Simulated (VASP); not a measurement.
# HfS2 (P-3m1) in VASP: band structure with HSE06

Aim: the band structure of HfS2 with HSE06.

All numbers are computed with VASP 6.6.1; they aren't measurements. Logs are shortened: lines on timing, memory, paths and dates and some standing lists are left out, and cuts for length are marked.

**Experimental background.**

From “Stress-Tuned Optical Transitions in Layered 1T-MX2 (M=Hf, Zr, Sn; X=S, Se) Crystals”, 2022, pmc:9565717, for a bulk crystal of HfS2: band gap 1.96 eV (indirect).

The runs below are set against these values where they give the same quantity.

### 1 Starting point

Symmetry: P-3m1, No. 164, trigonal system. Conventional cell: a = 3.640 Å, b = 3.640 Å, c = 6.056 Å, α = 90.00°, β = 90.00°, γ = 120.00°. Hf (site symmetry -3m) is surrounded by 6 S at 2.54 Å. S (site symmetry 3m) is surrounded by 3 Hf at 2.54 Å.

The cell is a database's computed one.

### 2 Band structure, HSE06

Input file POSCAR:

```
HfS2
1.0
    3.6396641800      0.0000000000      0.0000000000
   -1.8198320900      3.1520416400      0.0000000000
    0.0000000000      0.0000000000      6.0555624700
Hf S
1 2
Direct
    0.0000000000      0.0000000000      0.0000000000
    0.6666666700      0.3333333300      0.7639520500
    0.3333333300      0.6666666700      0.2360479500
```

Input file INCAR.step1:

```
SYSTEM = HfS2
PREC = Accurate ; ENCUT = 520
EDIFF = 1E-5 ; ISMEAR = 0
SIGMA = 0.02 ; LREAL = .FALSE.
LASPH = .TRUE. ; NELM = 60
ALGO = Normal ; ISIF = 2
LWAVE = .TRUE. ; LCHARG = .FALSE.
LMAXMIX = 4 ; NBANDS = 18
GGA = PE
```

Input file INCAR.step2:

```
SYSTEM = HfS2
PREC = Accurate ; ENCUT = 520
EDIFF = 1E-6 ; ISMEAR = 0
SIGMA = 0.02 ; LREAL = .FALSE.
LASPH = .TRUE. ; NELM = 60
ALGO = Normal ; ISIF = 2
LWAVE = .FALSE. ; LCHARG = .FALSE.
LMAXMIX = 4 ; GGA = PE
LHFCALC = .TRUE. ; HFSCREEN = 0.2
PRECFOCK = Fast ; NBANDS = 18
ISTART = 1
```

Input file KPOINTS:

```
regular mesh
0
G
  6 6 4
  0 0 0
```

Input file KPOINTS_OPT:

```
path GMKGALHA,LM,KH
10
line-mode
reciprocal
 0.0000000000  0.0000000000  0.0000000000  G
 0.5000000000  0.0000000000  0.0000000000  M

 0.5000000000  0.0000000000  0.0000000000  M
 0.3333333333  0.3333333333  0.0000000000  K

 0.3333333333  0.3333333333  0.0000000000  K
 0.0000000000  0.0000000000  0.0000000000  G

 0.0000000000  0.0000000000  0.0000000000  G
 0.0000000000  0.0000000000  0.5000000000  A

 0.0000000000  0.0000000000  0.5000000000  A
 0.5000000000  0.0000000000  0.5000000000  L

 0.5000000000  0.0000000000  0.5000000000  L
 0.3333333333  0.3333333333  0.5000000000  H

 0.3333333333  0.3333333333  0.5000000000  H
 0.0000000000  0.0000000000  0.5000000000  A

 0.5000000000  0.0000000000  0.5000000000  L
 0.5000000000  0.0000000000  0.0000000000  M

 0.3333333333  0.3333333333  0.0000000000  K
 0.3333333333  0.3333333333  0.5000000000  H
```

Potentials or basis: VASP PAW PBE potentials, release 64 (Hf_pv, S).

On the command line:

```bash
$ cat potpaw_PBE.64/Hf_pv/POTCAR potpaw_PBE.64/S/POTCAR > POTCAR
$ cp INCAR.step1 INCAR
$ mpirun -np 1 vasp_std > vasp.out
$ cp INCAR.step2 INCAR
$ mpirun -np 1 vasp_std > vasp.out
```

OUTCAR:

```text
SYSTEM = HfS2
   PREC = Accurate
   ENCUT = 520
   EDIFF = 1E-6
   ISMEAR = 0
   LREAL = .FALSE.
   LASPH = .TRUE.
   NELM = 60
   ISIF = 2
   GGA = PE
   LHFCALC = .TRUE.
   HFSCREEN = 0.2
   PRECFOCK = Fast
   ISTART = 1

 ion  position               nearest neighbor table
   1  0.000  0.000  0.000-   2 2.54   3 2.54   3 2.54   2 2.54   2 2.54   3 2.54
   2  0.667  0.333  0.764-   1 2.54   1 2.54   1 2.54
   3  0.333  0.667  0.236-   1 2.54   1 2.54   1 2.54

  LATTYP: Found a hexagonal cell.
 ALAT       =     3.6396641800
 C/A-ratio  =     1.6637695596

  Lattice vectors:

 A1 = (   3.6396641800,   0.0000000000,   0.0000000000)
 A2 = (  -1.8198320900,   3.1520416400,   0.0000000000)
 A3 = (   0.0000000000,   0.0000000000,   6.0555624700)

Analysis of symmetry for initial positions (statically):
=====================================================================
 Subroutine PRICEL returns:
 Original cell was already a primitive cell.

 Routine SETGRP: Setting up the symmetry group for a
 hexagonal supercell.

 Subroutine GETGRP returns: Found 12 space group operations
 (whereof 12 operations were pure point group operations)
 out of a pool of 24 trial point group operations.

The static configuration has the point symmetry D_3d.

Analysis of symmetry for dynamics (positions and initial velocities):
=====================================================================
 Subroutine PRICEL returns:
 Original cell was already a primitive cell.

 Routine SETGRP: Setting up the symmetry group for a
 hexagonal supercell.

 Subroutine GETGRP returns: Found 12 space group operations
 (whereof 12 operations were pure point group operations)
 out of a pool of 24 trial point group operations.

The dynamic configuration has the point symmetry D_3d.

 Subroutine INISYM returns: Found 12 space group operations
 (whereof 12 operations are pure point group operations),
 and found     1 'primitive' translations

----------------------------------------------------------------------------------------

                                     Primitive cell

  volume of cell :      69.4717

  direct lattice vectors                    reciprocal lattice vectors
     3.639664180  0.000000000  0.000000000     0.274750623  0.158627346  0.000000000
    -1.819832090  3.152041640  0.000000000     0.000000000  0.317254692  0.000000000
     0.000000000  0.000000000  6.055562470     0.000000000  0.000000000  0.165137426

  length of vectors
     3.639664180  3.639664179  6.055562470     0.317254692  0.317254692  0.165137426

  position of ions in fractional coordinates (direct lattice)
     0.000000000  0.000000000  0.000000000
     0.666666670  0.333333330  0.763952050
     0.333333330  0.666666670  0.236047950

  ion indices of the primitive-cell ions
   primitive index   ion index
                 1           1
                 2           2
                 3           3

----------------------------------------------------------------------------------------

 KPOINTS: regular mesh

Automatic generation of k-mesh.
 Grid dimensions read from file:
 generate k-points for:    6    6    4

 Generating k-lattice:

  Cartesian coordinates                     Fractional coordinates (reciprocal lattice)
     0.045791770  0.026437891  0.000000000     0.166666667  0.000000000  0.000000000
     0.000000000  0.052875782  0.000000000     0.000000000  0.166666667  0.000000000
     0.000000000  0.000000000  0.041284357     0.000000000  0.000000000  0.250000000

  Length of vectors
     0.052875782  0.052875782  0.041284357

  Shift w.r.t. Gamma in fractional coordinates (k-lattice)
     0.000000000  0.000000000  0.000000000

 Subroutine IBZKPT returns following result:
 ===========================================

 Found     24 irreducible k-points:

 Following reciprocal coordinates:
            Coordinates               Weight
  0.000000  0.000000  0.000000      1.000000
  0.166667  0.000000  0.000000      6.000000
  0.333333  0.000000  0.000000      6.000000
  0.500000  0.000000  0.000000      3.000000
  0.166667  0.166667  0.000000      6.000000
  0.333333  0.166667  0.000000     12.000000
[... 16 lines left out ...]
  0.333333  0.166667  0.500000     12.000000
  0.333333  0.333333  0.500000      2.000000
   k-points           NKPTS =     24   k-points in BZ     NKDIM =    144   number of bands    NBANDS=     18
   number of dos      NEDOS =    301   number of ions     NIONS =      3
   total plane-waves  NPLWV =  37632
   dimension x,y,z NGX =    28 NGY =   28 NGZ =   48
   dimension x,y,z NGXF=    56 NGYF=   56 NGZF=   96
   ions per type =               1   2
   NGX,Y,Z   is equivalent  to a cutoff of  12.79, 12.79, 13.18 a.u.
   NGXF,Y,Z  is equivalent  to a cutoff of  25.58, 25.58, 26.36 a.u.
 SYSTEM =  HfS2
   PREC   = accura    normal or accurate (medium, high low for compatibility)
   ISTART =      1    job   : 0-new  1-cont  2-samecut
   ICHARG =      0    charge: 1-file 2-atom 10-const
   ISPIN  =      1    spin polarized calculation?
   LNONCOLLINEAR =      F non collinear calculations
   LSORBIT =      F    spin-orbit coupling
   LASPH  =      T    aspherical Exc in radial PAW
   ENCUT  =  520.0 eV  38.22 Ry    6.18 a.u.   6.77  6.77 11.26*2*pi/ulx,y,z
   NELM   =     60;   NELMIN=  2; NELMDL=  0     # of ELM steps
   EDIFF  = 0.1E-05   stopping-criterion for ELM
   LREAL  =      F    real-space projection
   EDIFFG = 0.1E-04   stopping-criterion for IOM
   NSW    =      0    number of steps for IOM
   IBRION =     -1    ionic relax: 0-MD 1-quasi-New 2-CG
   NFREE  =      0    steps in history (QN), initial steepest desc. (CG)
   ISIF   =      2    stress and relaxation
   ISYM   =      3    0-nonsym 1-usesym 2-fastsym
   POTIM  = 0.5000    time-step for ionic-motion
   TEBEG  =    0.0;   TEEND  =   0.0 temperature during run
   PSTRESS=    0.0 pullay stress
   NELECT =      22.0000    total number of electrons
   NUPDOWN=      -1.0000    fix difference up-down
   EMIN   =  10.00;   EMAX   =-10.00  energy-range for DOS
   EFERMI =   0.00;   METHOD = LEGACY
   ISMEAR =     0;   SIGMA  =   0.02  broadening in eV -4-tet -1-fermi 0-gaus
   EFERMI_NEDOS =   21; number of points for ismear=-14 and -15
   IALGO  =     38    algorithm
   IMIX   =      1    mixing-type and parameters
     AMIX     =   0.40;   BMIX     =  1.00
     AMIX_MAG =   1.60;   BMIX_MAG =  1.00
  volume/ion in A,a.u.               =      23.16       156.27
  Fermi-wavevector in a.u.,A,eV,Ry     =   1.115869  2.108686 16.941474  1.245163
  Thomas-Fermi vector in A             =   2.252478
   LORBIT       =      0    0 simple, 1 ext, 2 COOP (PROOUT), +10 PAW based schemes
   GGA     = PE    functional components
   LHFCALC =     T    Hartree Fock is set to
   PRECFOCK=fast      Normal, Fast or Accurate (Low or Medium for compatibility)
   ENCUT4O =  -1.0   cutoff for four orbital integrals eV
   NKREDX  =     1    reduce k-point grid by
   NKREDY  =     1    reduce k-point grid by
   NKREDZ  =     1    reduce k-point grid by
   AEXX    =    0.2500 exact exchange contribution
   HFSCREEN=    0.2000 screening length (either q_TF or 0.3 A-1)
   HFSCREENC=   0.2000 screening length for correlation (either q_TF or 0.3 A-1)
   ENCUTFOCK=  -1.0 apply spherical cutoff to Coloumb kernel
   IVDW    =     0    specifies the selected vdW correction
   LEPSILON=     F    determine dielectric tensor
   LRPA    =     F    only Hartree local field effects (RPA)
 non-spin polarized calculation
 Gauss-broadening in eV      SIGMA  =   0.02
  energy-cutoff  :      520.00
  volume of cell :       69.47
 maximum number of plane-waves:      1906
 NGX is ok and might be reduce to    28
  NGX = 16; NGY = 16; NGZ = 28

 number of electron      21.9999999 magnetization

 Free energy of the ion-electron system (eV)
  ---------------------------------------------------
  ext. energy  EPLUGINS =         0.00000000
  ---------------------------------------------------
  free energy    TOTEN  =       -27.02644613 eV

  energy without entropy =      -27.02644613  energy(sigma->0) =      -27.02644613

 E-fermi :   2.4596     XC(G=0):  -7.8131

 val. band max:        2.2585714682   @ k =   0.0000   0.0000   0.0000
 cond. band min:       4.3097725421   @ k =   0.5000   0.0000   0.5000
 fundamental gap:      2.0512010739
 Fermi energy:         2.4595677195

 k-point     1 :       0.0000    0.0000    0.0000
  band No.  band energies     occupation
      1     -30.4670      2.00000
      2     -30.3308      2.00000
      3     -30.3308      2.00000
      4     -12.0637      2.00000
      5     -10.2422      2.00000
      6      -2.7151      2.00000
[... 10 lines left out ...]
     17       8.9474      0.00000
     18       9.1619      0.00000

 k-point     2 :       0.1667    0.0000    0.0000
  band No.  band energies     occupation
      1     -30.4563      2.00000
      2     -30.3889      2.00000
      3     -30.3440      2.00000
      4     -11.7218      2.00000
      5     -10.2950      2.00000
      6      -2.3059      2.00000
[... 10 lines left out ...]
     17      10.1363      0.00000
     18      10.9655      0.00000

 k-point     3 :       0.3333    0.0000    0.0000
  band No.  band energies     occupation
      1     -30.5034      2.00000
      2     -30.4345      2.00000
      3     -30.3702      2.00000
      4     -10.9798      2.00000
      5     -10.3619      2.00000
      6      -2.1229      2.00000
[... 10 lines left out ...]
     17      10.7348      0.00000
     18      11.4324      0.00000

 k-point     4 :       0.5000    0.0000    0.0000
  band No.  band energies     occupation
      1     -30.5595      2.00000
      2     -30.4237      2.00000
      3     -30.3832      2.00000
      4     -10.7010      2.00000
      5     -10.2234      2.00000
      6      -2.9629      2.00000
[... 10 lines left out ...]
     17       9.9959      0.00000
     18      11.5732      0.00000

 k-point     5 :       0.1667    0.1667    0.0000
  band No.  band energies     occupation
      1     -30.4638      2.00000
      2     -30.4403      2.00000
      3     -30.3747      2.00000
      4     -11.1593      2.00000
      5     -10.3683      2.00000
      6      -1.6777      2.00000
[... 10 lines left out ...]
     17      11.7789      0.00000
     18      11.9555      0.00000

 k-point     6 :       0.3333    0.1667    0.0000
  band No.  band energies     occupation
      1     -30.5300      2.00000
      2     -30.4244      2.00000
      3     -30.4130      2.00000
      4     -10.5978      2.00000
      5     -10.3381      2.00000
      6      -2.4344      2.00000
[... 307 lines left out ...]
 k-point    21 :       0.5000    0.0000    0.5000
  band No.  band energies     occupation
      1     -30.5593      2.00000
      2     -30.4237      2.00000
      3     -30.3833      2.00000
      4     -10.7642      2.00000
      5     -10.1375      2.00000
      6      -3.0664      2.00000
[... 10 lines left out ...]
     17       9.9231      0.00000
     18      11.1622      0.00000

 k-point    22 :       0.1667    0.1667    0.5000
  band No.  band energies     occupation
      1     -30.4638      2.00000
      2     -30.4403      2.00000
      3     -30.3747      2.00000
      4     -11.0071      2.00000
      5     -10.5488      2.00000
      6      -1.7852      2.00000
[... 10 lines left out ...]
     17      11.6392      0.00000
     18      12.2025      0.00000

 k-point    23 :       0.3333    0.1667    0.5000
  band No.  band energies     occupation
      1     -30.5299      2.00000
      2     -30.4244      2.00000
      3     -30.4130      2.00000
      4     -10.6216      2.00000
      5     -10.3069      2.00000
      6      -2.5201      2.00000
[... 10 lines left out ...]
     17      10.8802      0.00000
     18      10.9269      0.00000

 k-point    24 :       0.3333    0.3333    0.5000
  band No.  band energies     occupation
      1     -30.4892      2.00000
      2     -30.4892      2.00000
      3     -30.4189      2.00000
      4     -10.3596      2.00000
      5     -10.3596      2.00000
      6      -1.7758      2.00000
[... 10 lines left out ...]
     17      11.7395      0.00000
     18      12.3678      0.00000

------------------------ aborting loop because EDIFF is reached ----------------------------------------

  FORCE on cell =-STRESS in cart. coord.  units (eV):
  Direction    XX          YY          ZZ          XY          YZ          ZX
  --------------------------------------------------------------------------------------
  -------------------------------------------------------------------------------------
  Total       -0.2166292     -0.2166292      0.1005164      0.0000000      0.0000000     -0.0000000
  in kB       -4.9959711     -4.9959711      2.3181411      0.0000000      0.0000000     -0.0000000
  external PRESSURE =      -2.5579337 kB  Pullay stress =       0.0000000 kB

 VOLUME and BASIS-vectors are now :
 -----------------------------------------------------------------------------
  energy-cutoff  :      520.00
  volume of cell :       69.47
      direct lattice vectors                 reciprocal lattice vectors
     3.639664180  0.000000000  0.000000000     0.274750623  0.158627346  0.000000000
    -1.819832090  3.152041640  0.000000000     0.000000000  0.317254692  0.000000000
     0.000000000  0.000000000  6.055562470     0.000000000  0.000000000  0.165137426

 POSITION                                       TOTAL-FORCE (eV/Angst)
 -----------------------------------------------------------------------------------
      0.00000      0.00000      0.00000         0.000000      0.000000      0.000000
      1.81983      1.05068      4.62616        -0.000000      0.000000      0.098785
     -0.00000      2.10136      1.42940         0.000000     -0.000000     -0.098785
 -----------------------------------------------------------------------------------
    total drift:                                0.000000     -0.000000     -0.000002

  FREE ENERGIE OF THE ION-ELECTRON SYSTEM (eV)
  ---------------------------------------------------
  free  energy   TOTEN  =       -27.0264461289 eV

  energy  without entropy=      -27.0264461289  energy(sigma->0) =      -27.02644613
```

Wall time 2.5 h (1 thread of Intel Xeon Platinum 8488C (Sapphire Rapids), shared host); peak memory 0.41 GiB.

What came out:

```yaml
Free_energy: -27.0264 eV
Pressure: -0.3 GPa
Largest_force: 0.099 eV/Å
Band_gap_on_the_k_mesh: 2.05 eV, indirect (least direct gap 2.90 eV)
Band_gap_along_the_path: 2.02 eV, indirect (least direct gap 2.90 eV)
```

Forces on the atoms (eV/Å):
```
Hf   0.000  0.000  0.000
S    0.000  0.000  0.099
S    0.000  0.000 -0.099
```

Levels at the corners of the path, in eV from the valence-band top:
| point | band 9 | band 10 | band 11 | band 12 | band 13 | band 14 |
| --- | --- | --- | --- | --- | --- | --- |
| Γ | -0.06 | -0.03 | -0.03 | 2.96 | 2.96 | 3.73 |
| M | -2.59 | -1.94 | -1.39 | 2.16 | 5.20 | 5.21 |
| M | -2.59 | -1.94 | -1.39 | 2.16 | 5.20 | 5.21 |
| K | -2.25 | -2.25 | -1.84 | 3.61 | 4.83 | 4.83 |
| K | -2.25 | -2.25 | -1.84 | 3.61 | 4.83 | 4.83 |
| Γ | -0.06 | -0.03 | -0.03 | 2.96 | 2.96 | 3.73 |
| Γ | -0.06 | -0.03 | -0.03 | 2.96 | 2.96 | 3.73 |
| A | -1.72 | -0.13 | -0.13 | 2.93 | 2.93 | 3.99 |
| A | -1.72 | -0.13 | -0.13 | 2.93 | 2.93 | 3.99 |
| L | -2.49 | -1.20 | -1.03 | 2.02 | 5.19 | 5.26 |
| L | -2.49 | -1.20 | -1.03 | 2.02 | 5.19 | 5.26 |
| H | -2.26 | -1.95 | -1.95 | 3.81 | 4.52 | 4.52 |
| H | -2.26 | -1.95 | -1.95 | 3.81 | 4.52 | 4.52 |
| A | -1.72 | -0.13 | -0.13 | 2.93 | 2.93 | 3.99 |
| L | -2.49 | -1.20 | -1.03 | 2.02 | 5.19 | 5.26 |
| M | -2.59 | -1.94 | -1.39 | 2.16 | 5.20 | 5.21 |
| K | -2.25 | -2.25 | -1.84 | 3.61 | 4.83 | 4.83 |
| H | -2.26 | -1.95 | -1.95 | 3.81 | 4.52 | 4.52 |

Caveat: the PAW data sets were made with another functional, which shifts forces and pressure a little; spin-orbit coupling is left out, which moves the levels of the heavy elements; this functional lacks dispersion, which binds the layers, so the pressure and a relaxed spacing across them are unreliable.

### 3 Comparison with measurements

Step 2. Measured gap of HfS2: 1.96 eV (indirect; quoted in “Stress-Tuned Optical Transitions in Layered 1T-MX2 (M=Hf, Zr, Sn; X=S, Se) Crystals”, 2022, pmc:9565717). This calculation gives 2.02 eV (+0.06 eV). Spin-orbit coupling on Hf is left out. The value is that of HSE06, without temperature or zero-point motion. The cell is a database's relaxed one, not the measured one, which moves gaps too.
